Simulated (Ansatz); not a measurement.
# V_Pb in PbF2 (Fm-3m): convergence with the plane-wave cutoff

Question: how much does the plane-wave cutoff change the (−1/−2) level of V_Pb in PbF2 (Fm-3m), and what does each choice cost? Model: a cell of 36 host atoms with 1 Pb taken out.

Main program and level: Ansatz 0.2.0; plane-wave PAW DFT; relaxations with PBE, then single points with PBE, on supercells at fixed charge in a uniform background.

## 1. Starting point

The cell holds 35 atoms: 11 Pb and 24 F. Its edges and angles: a = 8.486 Å, b = 8.486 Å, c = 12.729 Å, α = 60.0°, β = 60.0°, γ = 60.0°. It derives from PbF2 (space group Fm-3m). Nearest the centre at fractional (0.500, 0.500, 0.667): F35 at 2.60 Å, F33 at 2.60 Å, F5 at 2.60 Å, F8 at 2.60 Å, F27 at 2.60 Å, F23 at 2.60 Å, F14 at 2.60 Å, F18 at 2.60 Å. The cell carries charge −2.

As a file:

```xyz
35
Lattice="0.0000 6.0003 6.0003 6.0003 0.0000 6.0003 9.0005 9.0005 0.0000" Properties=species:S:1:pos:R:3 pbc="T T T"
Pb    0.0000    0.0000    0.0000
F     4.5002    4.5002    4.5002
F     1.5001    1.5001    1.5001
Pb    3.0002    3.0002    0.0000
F     7.5004    7.5004    4.5002
F     4.5002    4.5002    1.5001
Pb    6.0003    6.0003    0.0000
F    10.5006   10.5006    4.5002
F     7.5004    7.5004    1.5001
Pb    3.0002    0.0000    3.0002
F     7.5004    4.5002    7.5004
F     4.5002    1.5001    4.5002
Pb    6.0003    3.0002    3.0002
F    10.5006    7.5004    7.5004
F     7.5004    4.5002    4.5002
Pb    9.0005    6.0003    3.0002
F    13.5007   10.5006    7.5004
F    10.5006    7.5004    4.5002
Pb    0.0000    3.0002    3.0002
F     4.5002    7.5004    7.5004
F     1.5001    4.5002    4.5002
Pb    3.0002    6.0003    3.0002
F     7.5004   10.5006    7.5004
F     4.5002    7.5004    4.5002
Pb    6.0003    9.0005    3.0002
F    10.5006   13.5007    7.5004
F     7.5004   10.5006    4.5002
Pb    3.0002    3.0002    6.0003
F     7.5004    7.5004   10.5006
F     4.5002    4.5002    7.5004
Pb    6.0003    6.0003    6.0003
F    10.5006   10.5006   10.5006
F     7.5004    7.5004    7.5004
F    13.5007   13.5007   10.5006
F    10.5006   10.5006    7.5004
```

The host's dielectric constants go in as inputs: 3.35 for the electrons alone, 55.47 with the ions, computed on the host (DFPT, PBEsol).

The cell's shortest repeat is 8.5 Å.

## 2. Relaxing both charge states, PBE

The study needs fixed structures, so each charge is relaxed once, at the zone centre alone, from small random displacements that break the symmetry of the site.

Input file qm2.relax/input.yaml:

```yaml
crystal:
  lattice:
    - [0.0, 3.00016646, 3.00016646]
    - [3.00016646, 0.0, 3.00016646]
    - [3.00016646, 3.00016646, 0.0]
  atoms:
    - { symbol: Pb, position: [0.0, 0.0, 0.0] }
    - { symbol: F, position: [0.75, 0.75, 0.75] }
    - { symbol: F, position: [0.25, 0.25, 0.25] }
  supercell: [2, 2, 3]
  defects: [{ vacancy: 33 }]
total_charge: -2
basis:
  ecutwfc: 420
  xc_grid: 2
hamiltonian:
  xc: pbe
  pseudopotentials: { kind: paw, azcp: { folder: soft_1 } }
kpoints:
  mp_grid: { grid: [1, 1, 1] }
scf:
  occupations: { method: fixed }
  max_iter: 100
output:
  forces: true
  charged_corrections:
    epsilon: 3.35
    static_epsilon: 55.47
    defect_position: [0.5, 0.5, 0.666667]
relax:
  f_tol: 0.02
  max_steps: 60
  random_displacement: { amplitude: 0.05, seed: 8333 }
checkpoint:
  write: "../qm2.relax.run"
  compress: false
  write_wavefunctions: true
  write_every: 100000
```

Run with:

```
> ansatz run input.yaml --threads 4 --pin off --max-ram 17899MiB --backend cpu --events-out ev --progress --plain --runs-dir out
```

Numbers of over 12 decimals in the logs are rounded to 6 here.

What it wrote:

```text
[... repeated set-up lines and file paths are left out, and long positions are rounded to six places ...]
Engine: ansatz 0.2.0, aarch64-unknown-linux-gnu
Pseudopotentials: kind: paw
Pseudopotential: Pb, paw, valence charge 14, recommended cutoff 420 eV (normal), soft_1/Pb.paw.azcp
Pseudopotential: F, paw, valence charge 7, recommended cutoff 420 eV (normal), soft_1/F.paw.azcp
Functional definition: PBE
  parameter kappa = 0.804
  parameter beta = 0.066725
  exchange = pbe_x(kappa = kappa, mu = beta*pi^2/3)
  correlation = pbe_c(beta = beta)
Crystal: 35 atoms, lattice volume = 648.108 Å³
Basis set: ecut = 420 eV, 12657 PW (Γ), exchange–correlation on 120×120×180 points (8 copies of the dense FFT grid, shifted against one another)
Bands: 197, of which v1, the nominal top of the filled ones, is band 162 counted from 1 (161 counted from 0)
Symmetry: 1 space group operations
k-points: 1
Non-local potential: Pb, projectors of the file, l = 0: 2, l = 1: 2, l = 2: 2, l = 3: 1
Non-local potential: F, projectors of the file, l = 0: 2, l = 1: 2, l = 2: 1
PAW form: soft (Blöchl's): semilocal exchange-correlation on the pseudo side does not see the compensation charge
PAW one-centre angular grid: Pb, 590 points (default); XC on 64 Gauss nodes
PAW one-centre angular grid: F, 110 points (default); XC on 64 Gauss nodes
Initial density: superposition of atomic densities (chi_scale 0.1, normalization cell, long waves kept (reshape's long-wave potential 0.56 eV rms))
Initial wavefunctions: pseudopotential atomic-orbital guess
Functional: x = pbe(κ = 0.804, μ = 0.219515), c = pbe(β = 0.066725)
SCF iter   1: F=—  HF=-150408.917415 eV  |F-HF|=—  |Δ(HF+E_count)|=         —  Δρ=8.20e-2  dr2=3.20e1  ethr=3.10e-3  ⟨swp⟩=4.0  Hψ=593  notcnv=0  defer=30
preconditioner: auto → Resta (q_TF=auto, 2.431 Å⁻¹)  ε∞=3.8  [insulator: Δε(μ)=2.815 eV  Ē_g=15.810 eV  n_scr=150 (ndim 8)  ℏωp=26.3 eV  f_vac=0.102  ε∞_Penn≈3.8]
SCF iter   2: F=—  HF=-150401.546106 eV  |F-HF|=—  |Δ(HF+E_count)|=    7.37e0  Δρ=2.96e-2  dr2=4.70e0  ethr=3.10e-3  ⟨swp⟩=3.0  Hψ=394  notcnv=0  defer=27
SCF iter   3: F=—  HF=-150400.983645 eV  |F-HF|=—  |Δ(HF+E_count)|=   5.62e-1  Δρ=1.21e-2  dr2=1.04e0  ethr=1.45e-3  ⟨swp⟩=2.0  Hψ=275  notcnv=0  defer=27
SCF iter   4: F=—  HF=-150401.128328 eV  |F-HF|=—  |Δ(HF+E_count)|=   1.45e-1  Δρ=4.83e-3  dr2=1.52e-1  ethr=3.20e-4  ⟨swp⟩=3.0  Hψ=314  notcnv=0  defer=33
SCF iter   5: F=—  HF=-150401.162187 eV  |F-HF|=—  |Δ(HF+E_count)|=   3.39e-2  Δρ=3.81e-3  dr2=7.14e-2  ethr=4.70e-5  ⟨swp⟩=3.0  Hψ=330  notcnv=0  defer=33
SCF iter   6: F=—  HF=-150401.160156 eV  |F-HF|=—  |Δ(HF+E_count)|=   2.03e-3  Δρ=6.98e-4  dr2=4.35e-3  ethr=2.21e-5  ⟨swp⟩=2.0  Hψ=366  notcnv=0  defer=33
SCF iter   7: F=—  HF=-150401.170668 eV  |F-HF|=—  |Δ(HF+E_count)|=   1.05e-2  Δρ=4.77e-4  dr2=1.01e-3  ethr=1.34e-6  ⟨swp⟩=3.0  Hψ=319  notcnv=0  defer=33
SCF iter   8: F=—  HF=-150401.171014 eV  |F-HF|=—  |Δ(HF+E_count)|=   3.46e-4  Δρ=1.58e-4  dr2=1.15e-4  ethr=3.10e-7  ⟨swp⟩=2.0  Hψ=318  notcnv=0  defer=33
SCF iter   9: F=—  HF=-150401.171235 eV  |F-HF|=—  |Δ(HF+E_count)|=   2.20e-4  Δρ=3.46e-5  dr2=6.69e-6  ethr=3.54e-8  ⟨swp⟩=2.0  Hψ=316  notcnv=0  defer=33
SCF iter  10: F=-150401.171273 eV  HF=-150401.171272 eV  |F-HF|=2.62e-7  |Δ(HF+E_count)|=   3.77e-5  Δρ=2.56e-5  dr2=2.80e-6  ethr=2.06e-9  ⟨swp⟩=4.0  Hψ=595  notcnv=0
SCF 1 converged in 10 iterations: F = -150401.171273 eV  dr2 = 2.80e-6
[...]
relax step   1: F+E_penalty+E_count = -150401.17127273 eV  Δ(F+E_penalty+E_count) = +0.000e0 eV  max|allowed force component| = 9.144e-1 eV/Å  Δτ_max = 0.0000 Å  (10 SCF iters, dr2 threshold 1.00e-5 eV, accepted)
[...]
relax step   2: F+E_penalty+E_count = -150402.09180821 eV  Δ(F+E_penalty+E_count) = -9.205e-1 eV  max|allowed force component| = 6.058e-1 eV/Å  Δτ_max = 0.1949 Å  (7 SCF iters, dr2 threshold 5.23e-5 eV, accepted)
[...]
E_local      = -28351.884348  (includes V_loc(G=0)·N_el)
  E_nonlocal   = 5446.704501
  E_hartree    = 10885.813712
  E_xc         = -4148.490763
  E_vxc        = -3927.998268  (∫ρ·V_xc dr)
  E_paw        = -119181.991323  (= ΣΔE_a)
  E_vpaw       = -4611.871442  (= ΣTr[D̂ρ^β])
  E_aug_tail   = 0.016595  (compensation charges beyond the density's cutoff)
  E_ewald      = -23001.516341
  E_smearing   = -0.000000  (= −TS)
  E_closure    = -0.000000  (closes the sum)
  E_deformation_potential = -23.429133  (in the stress; not in F)
  Σ components = -150402.305467   (vs F -150402.305467, Δ=0.00e0)
--- Forces (eV/Å), atoms counted from 1 ---
  atom   1  Pb    -0.00494726    -0.00535936     0.00541113
  atom   2  F     -0.00346659    -0.00635638    -0.00001589
  atom   3  F      0.00269877     0.00470649     0.00037902
  atom   4  Pb     0.00659833     0.00758989    -0.00756347
  atom   5  F     -0.00770922    -0.00746946     0.00728441
  atom   6  F     -0.00126862     0.00199045    -0.00181792
  atom   7  Pb    -0.00127919    -0.00148823    -0.00067684
  atom   8  F      0.00216188     0.00071212    -0.00563845
  atom   9  F      0.01249488     0.01422905    -0.01220973
  atom  10  Pb    -0.00888596    -0.00478133     0.00790039
  atom  11  F      0.00011308    -0.00094385    -0.00035731
  atom  12  F     -0.00104339     0.00116506    -0.00073483
  atom  13  Pb     0.00793957     0.00527640    -0.00622588
  atom  14  F     -0.00973251    -0.01012588     0.00823053
[...]
atom  31  Pb     0.00484804     0.00496009    -0.00547256
  atom  32  F     -0.01861879    -0.01927221     0.01916174
  atom  33  F     -0.00406503    -0.00239321     0.00726485
  atom  34  F     -0.00014305     0.00196267    -0.00146781
  atom  35  F      0.00822015     0.00896550    -0.00820095
  max |Σ_I F_I| component: 5.84e-6 eV/Å
--- Charged-cell corrections in eV (Makov–Payne, q = -2.000 e, ε = 55.470) ---
  F (periodic)     = -150402.305467  (uncorrected; the corrections below are reported, never added to it)
  E_corr1          = +0.167215  (monopole, q²α_M/2εL)
  F Makov-Payne    = -150402.138252  (F + E_corr1; no measured alignment; for a localised charge, not one spread in a band: unchecked)
  no potential alignment in this run, which stands beside a crystal: run the host's input off ansatz write-host-input, and read the two finished runs by ansatz place-levels (neither reads a slab, a wire or a sheet, whose cell leaves a vacuum)
--- Band table (eV) ---
  k-point 0: bands = ["-17.0518", "-16.9438", "-16.8841", "-16.8511", [... 189 left out ...] "11.7363", "11.7603", "12.7911", "12.9628"]
--- Relaxed structure (5 steps of the walk, 5 accepted, 0 SCFs on fresh bases) ---
  F+E_penalty+E_count = -150402.30546721 eV   max|allowed force component| = 1.927e-2 eV/Å
  atoms:
    - { symbol: Pb, position: [-0.000483, -0.001964, 0.002147] }
    - { symbol: F, position: [0.376034, 0.374221, 0.249629] }
    - { symbol: F, position: [0.125531, 0.124416, 0.081661] }
    - { symbol: Pb, position: [0.003142, 0.001809, 0.329788] }
    - { symbol: F, position: [0.364630, 0.363362, 0.570499] }
    - { symbol: F, position: [0.123743, 0.122610, 0.413604] }
    - { symbol: Pb, position: [0.001376, 3.647435343001398e-5, 0.666053] }
    - { symbol: F, position: [0.366769, 0.365198, 0.935972] }
    - { symbol: F, position: [0.120341, 0.118901, 0.760607] }
    - { symbol: Pb, position: [0.008855, 0.502077, -0.007495] }
    - { symbol: F, position: [0.374570, 0.877491, 0.247609] }
    - { symbol: F, position: [0.123831, 0.626782, 0.084309] }
    - { symbol: Pb, position: [-0.006193, 0.497607, 0.339569] }
    - { symbol: F, position: [0.365090, 0.913313, 0.572234] }
    - { symbol: F, position: [0.124143, 0.633919, 0.412414] }
    - { symbol: Pb, position: [0.001186, 0.500163, 0.666082] }
    - { symbol: F, position: [0.367342, 0.877416, 0.919401] }
    - { symbol: F, position: [0.088192, 0.636125, 0.759706] }
    - { symbol: Pb, position: [0.503721, 0.007189, -0.007522] }
    - { symbol: F, position: [0.879114, 0.373067, 0.247399] }
    - { symbol: F, position: [0.628216, 0.122314, 0.084442] }
    - { symbol: Pb, position: [0.499082, -0.007650, 0.339519] }
[...]
- { symbol: Pb, position: [0.501360, -7.929426948949381e-5, 0.666026] }
[...]
- { symbol: Pb, position: [0.501478, 0.499953, -0.004111] }
[...]
- { symbol: F, position: [0.626796, 0.625347, 0.082154] }
    - { symbol: Pb, position: [0.501081, 0.499716, 0.336230] }
    - { symbol: F, position: [0.881988, 0.880512, 0.571769] }
    - { symbol: F, position: [0.635754, 0.634187, 0.396370] }
    - { symbol: F, position: [0.878629, 0.877447, 0.918331] }
    - { symbol: F, position: [0.637826, 0.636594, 0.761433] }
[key lines of the parts left out:]
SCF converged after 7 iterations
Free energy (F): -150402.305467 eV
Fermi energy:    3.923592 eV
```

It took 12 s on 4 threads of Arm Neoverse V2, shared host; peak memory 0.76 GiB; 43 s of CPU time.

Relaxation path:

| step | energy less that of the first step (eV) | largest force component (eV/Å) |
| --- | --- | --- |
| 1 | 0.0000 | 0.9144 |
| 2 | -0.9205 | 0.6058 |
| 3 | -1.1139 | 0.1258 |
| 4 | -1.1299 | 0.0615 |
| 5 | -1.1342 | 0.0193 |

The atoms that moved most (Å, from the sites as typed, ahead of the random displacement, the mean shift of all atoms taken out):

| atom | dx | dy | dz | length |
| --- | --- | --- | --- | --- |
| F5 | -0.179 | -0.180 | -0.139 | 0.289 |
| F35 | 0.179 | 0.178 | 0.139 | 0.288 |
| F14 | 0.137 | -0.161 | 0.163 | 0.267 |
| F23 | -0.162 | 0.136 | 0.163 | 0.267 |
| F18 | 0.161 | -0.135 | -0.161 | 0.265 |
| F27 | -0.134 | 0.161 | -0.162 | 0.265 |
| F8 | 0.122 | 0.122 | -0.116 | 0.208 |
| F33 | -0.121 | -0.120 | 0.112 | 0.204 |

The relaxed structure:

```xyz
35
Lattice="0.0000 6.0003 6.0003 6.0003 0.0000 6.0003 9.0005 9.0005 0.0000" Properties=species:S:1:pos:R:3 pbc="T T T"
Pb    0.0075    0.0164   -0.0147
F     4.4922    4.5031    4.5018
F     1.4815    1.4882    1.4998
Pb    2.9791    2.9871    0.0297
F     7.3151    7.3227    4.3682
F     4.4583    4.4651    1.4782
Pb    5.9950    6.0031    0.0085
F    10.6155   10.6249    4.3920
F     7.5593    7.5679    1.4355
Pb    2.9452   -0.0143    3.0658
F     7.4938    4.4761    7.5128
F     4.5197    1.5018    4.5039
Pb    6.0421    3.0191    2.9486
F    10.6306    7.3411    7.6708
F     7.5157    4.4568    4.5486
Pb    8.9962    6.0022    3.0083
F    13.5399   10.4792    7.4690
F    10.6547    7.3669    4.3461
Pb   -0.0246    2.9548    3.0656
F     4.4652    7.5017    7.5135
F     1.4939    4.5295    4.5034
Pb    3.0099    6.0505    2.9488
F     7.3323   10.6385    7.6711
F     4.4498    7.5258    4.5476
Pb    5.9941    9.0029    3.0079
F    10.4681   13.5470    7.4694
F     7.3594   10.6638    4.3461
Pb    2.9629    2.9720    6.0089
F     7.5074    7.5157   10.5129
F     4.4917    4.5004    7.5133
Pb    6.0247    6.0329    6.0051
F    10.4296   10.4384   10.5756
F     7.3729    7.3823    7.6201
F    13.5304   13.5375   10.5370
F    10.6731   10.6804    7.6469
```

Neighbours of the ideal centre at the end:

```csv
atom,distance (Å)
F8,2.799
F33,2.809
F18,2.853
F27,2.863
F14,2.864
F23,2.874
F5,2.884
F35,2.886
```

| charge | moment set (μB) | steps | largest displacement (Å) | time |
| --- | --- | --- | --- | --- |
| −2 | 0 | 5 | 0.29 | 12 s |
| −1 | 1 | 14 | 0.36 | 78 s |

The relaxation ends 32 meV an atom lower than the displaced start, with a largest force component of 0.019 eV/Å.

(Part 1 of 2 ends here.)

[Logs are printed without paths, hosts, clocks, repeated set-up lines and the standing remarks that a program may print on its own settings, such as how far it seeks lower states.]

[Hosts, paths, dates, database ids (printed as entryN), source tags and the programs' standing remarks are cut or masked in the printed files.]

[Where a table of states has a column of steps, it counts the stored structures, which are thinned; the runs took as many ionic steps or more.]

[For some hosts the program warned that the k-mesh of the response run may be too coarse for force constants and the static dielectric constant; such warnings are not shown here.]
